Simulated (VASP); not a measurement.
# Input and output of a VASP r²SCAN single-point calculation on SrO (strained rocksalt)

INCAR

```
EDIFF = 1E-7
PREC = Accurate
ALGO = Normal
LWAVE = .FALSE.
NELM = 120
ISMEAR = 0
ISIF = 2
NSW = 0
IBRION = -1
SIGMA = 0.01
NBANDS = 15
LCHARG = .FALSE.
LASPH = .TRUE.
LREAL = .FALSE.
ENCUT = 520
METAGGA = R2SCAN
```

KPOINTS

```
KPOINTS created by Atomic Simulation Environment
0
Gamma
8 8 8
0 0 0
```

KPOINTS_OPT

```
special points
7
Reciprocal
0.0000000000 0.0000000000 0.0000000000 1
0.5000000000 0.0000000000 0.5000000000 1
0.6250000000 0.2500000000 0.6250000000 1
0.3750000000 0.3750000000 0.7500000000 1
0.5000000000 0.5000000000 0.5000000000 1
0.5000000000 0.2500000000 0.7500000000 1
0.0000000000 0.5000000000 0.5000000000 1
```

POSCAR

```
Sr O
 1.0000000000000000
    -0.0869525121000000    2.5703365835000000    2.5703365835000000
     2.5703365835000000   -0.0869525121000000    2.5703365835000000
     2.5703365835000000    2.5703365835000000   -0.0869525121000000
 Sr  O
   1   1
Cartesian
  0.0000000000000000  0.0000000000000000  0.0000000000000000
  2.5268603274500001  2.5268603274500001  2.5268603274500001
```

VASP ran with the recommended PBE PAW datasets (16 valence electrons in the cell).

Command

```
mpirun -np 1 vasp_std
```

OSZICAR

```
N       E                     dE             d eps       ncg     rms          rms(c)
DAV:   1     0.496537899357E+02    0.49654E+02   -0.85731E+03  1950   0.106E+03
DAV:   2    -0.312219232572E+02   -0.80876E+02   -0.73802E+02  2776   0.223E+02
DAV:   3    -0.346142680758E+02   -0.33923E+01   -0.33704E+01  2661   0.409E+01
DAV:   4    -0.346730417164E+02   -0.58774E-01   -0.58759E-01  2304   0.534E+00
DAV:   5    -0.346746927850E+02   -0.16511E-02   -0.16511E-02  2513   0.714E-01    0.145E+01
DAV:   6    -0.268782614554E+02    0.77964E+01   -0.46038E+00  2762   0.166E+01    0.138E+01
DAV:   7    -0.270085014810E+02   -0.13024E+00   -0.16986E-01  1978   0.369E+00    0.787E+00
DAV:   8    -0.270288829147E+02   -0.20381E-01   -0.93531E-02  2006   0.319E+00    0.740E-01
DAV:   9    -0.270268313725E+02    0.20515E-02   -0.16409E-02  2524   0.120E+00    0.241E-01
DAV:  10    -0.270267412191E+02    0.90153E-04   -0.18673E-03  2118   0.434E-01    0.121E-01
DAV:  11    -0.270269138715E+02   -0.17265E-03   -0.40634E-04  1971   0.188E-01    0.633E-02
DAV:  12    -0.270269177159E+02   -0.38444E-05   -0.29721E-05  2566   0.423E-02    0.212E-02
DAV:  13    -0.270269133739E+02    0.43420E-05   -0.79042E-06  2384   0.264E-02    0.114E-02
DAV:  14    -0.270269131101E+02    0.26372E-06   -0.12830E-06  2440   0.975E-03    0.269E-03
DAV:  15    -0.270269130286E+02    0.81561E-07   -0.82087E-08  1536   0.218E-03
   1 F= -.27026913E+02 E0= -.27026913E+02  d E =-.250197E-29
       N       E                     dE             ncg
DAV:   1     0.762059378681E+03   -0.43381E+04      210
DAV:   2     0.227198197644E+03   -0.53486E+03      266
DAV:   3     0.206835635924E+03   -0.20363E+02      304
DAV:   4     0.206450382004E+03   -0.38525E+00      247
DAV:   5     0.206445723202E+03   -0.46588E-02      267
DAV:   6     0.206445608331E+03   -0.11487E-03      260
DAV:   7     0.206445605012E+03   -0.33182E-05      243
DAV:   8     0.206445604913E+03   -0.99144E-07      205
```

From OUTCAR

```
k-points           NKPTS =     65   k-points in BZ     NKDIM =     65   number of bands    NBANDS=     15

   NELECT =      16.0000    total number of electrons

   dimension x,y,z NGX =    28 NGY =   28 NGZ =   28
   dimension x,y,z NGXF=    56 NGYF=   56 NGZF=   56

  energy-cutoff  :      520.00
  volume of cell :       35.69
      direct lattice vectors                 reciprocal lattice vectors
    -0.086952512  2.570336584  2.570336584    -0.184924245  0.191399130  0.191399130
     2.570336584 -0.086952512  2.570336584     0.191399130 -0.184924245  0.191399130
     2.570336584  2.570336584 -0.086952512     0.191399130  0.191399130 -0.184924245

 k-points in reciprocal lattice and weights: KPOINTS created by Atomic Simulation Env
   0.00000000  0.00000000  0.00000000       0.002
   0.12500000  0.00000000 -0.00000000       0.012
   0.25000000  0.00000000 -0.00000000       0.012
   0.37500000 -0.00000000 -0.00000000       0.012
   0.50000000  0.00000000 -0.00000000       0.006
   0.12500000  0.12500000 -0.00000000       0.012
   0.25000000  0.12500000 -0.00000000       0.023
   0.37500000  0.12500000 -0.00000000       0.023
   ...

 E-fermi :   1.2805

 k-point     1 :       0.0000    0.0000    0.0000
  band No.  band energies     occupation
      1     -32.5479      2.00000
      2     -14.8374      2.00000
      3     -13.6160      2.00000
      4     -13.6160      2.00000
      5     -13.6099      2.00000
      6       1.1010      2.00000
      7       1.1010      2.00000
      8       1.2052      2.00000
      9       5.4124      0.00000
     10       7.5602      0.00000
     11       7.5602      0.00000
     12       8.2274      0.00000
     13      10.0230      0.00000
     14      10.0230      0.00000
     15      14.1914      0.00000

 k-point     2 :       0.1250    0.0000   -0.0000
  band No.  band energies     occupation
      1     -32.5325      2.00000
      2     -15.1289      2.00000
      3     -13.6232      2.00000
      4     -13.6219      2.00000
      5     -13.3615      2.00000
      6       0.7011      2.00000
      7       0.9208      2.00000
      8       1.0346      2.00000
      9       6.0615      0.00000
     10       7.5105      0.00000
     11       7.8364      0.00000
     12       8.4600      0.00000
     13      10.3942      0.00000
     14      10.3994      0.00000
     15      15.0977      0.00000

 k-point     3 :       0.2500    0.0000   -0.0000
  band No.  band energies     occupation
      1     -32.4950      2.00000
      2     -15.6182      2.00000
      3     -13.6536      2.00000
      4     -13.6359      2.00000
      5     -12.9623      2.00000
      6      -0.0637      2.00000
      7       0.5270      2.00000
      8       0.6824      2.00000
      9       7.3596      0.00000
     10       7.6733      0.00000
     11       8.5793      0.00000
     12       9.2234      0.00000
     13      11.3461      0.00000
     14      11.3481      0.00000
     15      16.8848      0.00000

 k-point     4 :       0.3750   -0.0000   -0.0000
  band No.  band energies     occupation
      1     -32.4570      2.00000
      2     -15.9920      2.00000
      3     -13.6834      2.00000
      4     -13.6497      2.00000
      5     -12.6787      2.00000
      6      -0.6733      2.00000
      7       0.1776      2.00000
      8       0.3705      2.00000
      9       7.7350      0.00000
     10       9.0781      0.00000
     11       9.4781      0.00000
     12      10.1654      0.00000
     13      12.5160      0.00000
     14      12.5494      0.00000
     15      16.6913      0.00000

 k-point     5 :       0.5000    0.0000   -0.0000
  band No.  band energies     occupation
      1     -32.4411      2.00000
      2     -16.1289      2.00000
      3     -13.6956      2.00000
      4     -13.6553      2.00000
      5     -12.5789      2.00000
      6      -0.8989      2.00000
      7       0.0431      2.00000
      8       0.2503      2.00000
      9       7.9301      0.00000
     10       9.7909      0.00000
     11       9.9163      0.00000
     12      10.6060      0.00000
     13      13.2605      0.00000
     14      13.3157      0.00000
     15      16.0740      0.00000

 k-point     6 :       0.1250    0.1250   -0.0000
  band No.  band energies     occupation
      1     -32.5263      2.00000
      2     -15.1537      2.00000
      3     -13.6648      2.00000
      4     -13.6555      2.00000
      5     -13.3063      2.00000
      6       0.4403      2.00000
      7       1.0296      2.00000
      8       1.1078      2.00000
      9       6.1508      0.00000
     10       7.0982      0.00000
     11       8.2045      0.00000
     12       8.6347      0.00000
     13      10.2257      0.00000
     14      10.7674      0.00000
     15      15.4601      0.00000

 k-point     7 :       0.2500    0.1250   -0.0000
  band No.  band energies     occupation
      1     -32.4955      2.00000
      2     -15.4736      2.00000
      3     -13.6977      2.00000
      4     -13.6818      2.00000
      5     -13.0861      2.00000
      6      -0.0392      2.00000
      7       0.7431      2.00000
      8       0.9305      2.00000
      9       6.7680      0.00000
     10       7.1992      0.00000
     11       8.8682      0.00000
     12       9.4285      0.00000
     13      10.7821      0.00000
     14      11.5510      0.00000
     15      17.0362      0.00000

 k-point     8 :       0.3750    0.1250   -0.0000
  band No.  band energies     occupation
      1     -32.4578      2.00000
      2     -15.8199      2.00000
      3     -13.7320      2.00000
      4     -13.6998      2.00000
      5     -12.8683      2.00000
      6      -0.4241      2.00000
      7       0.3243      2.00000
      8       0.6090      2.00000
      9       7.0571      0.00000
     10       8.4684      0.00000
     11       9.6850      0.00000
     12      10.3669      0.00000
     13      11.9358      0.00000
     14      12.4242      0.00000
     15      17.0116      0.00000

 k-point     9 :       0.5000    0.1250    0.0000
  band No.  band energies     occupation
      1     -32.4355      2.00000
      2     -16.0115      2.00000
      3     -13.7734      2.00000
      4     -13.7056      2.00000
      5     -12.7259      2.00000
      6      -0.6535      2.00000
      7       0.1503      2.00000
      8       0.3518      2.00000
      9       7.6687      0.00000
     10       8.9451      0.00000
     11      10.4000      0.00000
     12      10.8882      0.00000
     13      13.0579      0.00000
     14      13.3137      0.00000
     15      15.6068      0.00000

 k-point    10 :      -0.3750    0.1250   -0.0000
  band No.  band energies     occupation
      1     -32.4419      2.00000
      2     -15.9811      2.00000
      3     -13.8071      2.00000
      4     -13.6782      2.00000
      5     -12.7046      2.00000
      6      -0.6407      2.00000
      7       0.2181      2.00000
      8       0.3630      2.00000
      9       7.8650      0.00000
     10       8.7286      0.00000
     11      10.0177      0.00000
     12      10.5619      0.00000
     13      12.9538      0.00000
     14      13.2001      0.00000
     15      15.7440      0.00000

 k-point    11 :      -0.2500    0.1250    0.0000
  band No.  band energies     occupation
      1     -32.4732      2.00000
      2     -15.7473      2.00000
      3     -13.7917      2.00000
      4     -13.6404      2.00000
      5     -12.8312      2.00000
      6      -0.3343      2.00000
      7       0.3832      2.00000
      8       0.6862      2.00000
      9       7.4614      0.00000
     10       7.9620      0.00000
     11       9.1256      0.00000
     12       9.7620      0.00000
     13      11.8445      0.00000
     14      12.1310      0.00000
     15      17.2532      0.00000

 k-point    12 :      -0.1250    0.1250    0.0000
  band No.  band energies     occupation
      1     -32.5106      2.00000
      2     -15.4049      2.00000
      3     -13.7157      2.00000
      4     -13.6169      2.00000
      5     -13.0929      2.00000
      6       0.1937      2.00000
      7       0.6901      2.00000
      8       0.9704      2.00000
      9       6.7972      0.00000
     10       7.3033      0.00000
     11       8.3560      0.00000
     12       8.9917      0.00000
     13      10.7583      0.00000
     14      11.1527      0.00000
     15      16.2600      0.00000

 k-point    13 :       0.2500    0.2500   -0.0000
  band No.  band energies     occupation
      1     -32.4744      2.00000
      2     -15.4292      2.00000
      3     -13.7814      2.00000
      4     -13.7616      2.00000
      5     -13.2035      2.00000
      6      -0.1328      2.00000
      7       0.9439      2.00000
      8       1.0265      2.00000
      9       5.9749      0.00000
     10       7.4343      0.00000
     11       9.8107      0.00000
     12      10.0825      0.00000
     13      10.7609      0.00000
     14      11.9012      0.00000
     15      18.2519      0.00000

 ...

  Total       -0.6563816     -0.6563816     -0.6563816      0.3773563      0.3773563      0.3773563
  in kB      -29.4698640    -29.4698640    -29.4698640     16.9423368     16.9423368     16.9423368
  external PRESSURE =     -29.4698640 kB  Pullay stress =       0.0000000 kB

 POSITION                                       TOTAL-FORCE (eV/Angst)
 -----------------------------------------------------------------------------------
      0.00000      0.00000      0.00000         0.000000     -0.000000      0.000000
      2.52686      2.52686      2.52686        -0.000000      0.000000     -0.000000
 -----------------------------------------------------------------------------------
    total drift:                                0.000000      0.000000      0.000000

  FREE ENERGIE OF THE ION-ELECTRON SYSTEM (eV)
  ---------------------------------------------------
  free  energy   TOTEN  =       -27.0269130286 eV

  energy  without entropy=      -27.0269130286  energy(sigma->0) =      -27.02691303
```

* gap between bands v and c: 3.68 eV
* least direct gap: 3.82 eV
* pressure: -2.9 GPa

Band v is the last that the valence electrons fill when counted band by band, and c is the next.

The run took about 98 s on one core of a shared host (Intel Xeon Platinum 8488C) and held 0.2 GiB at most.
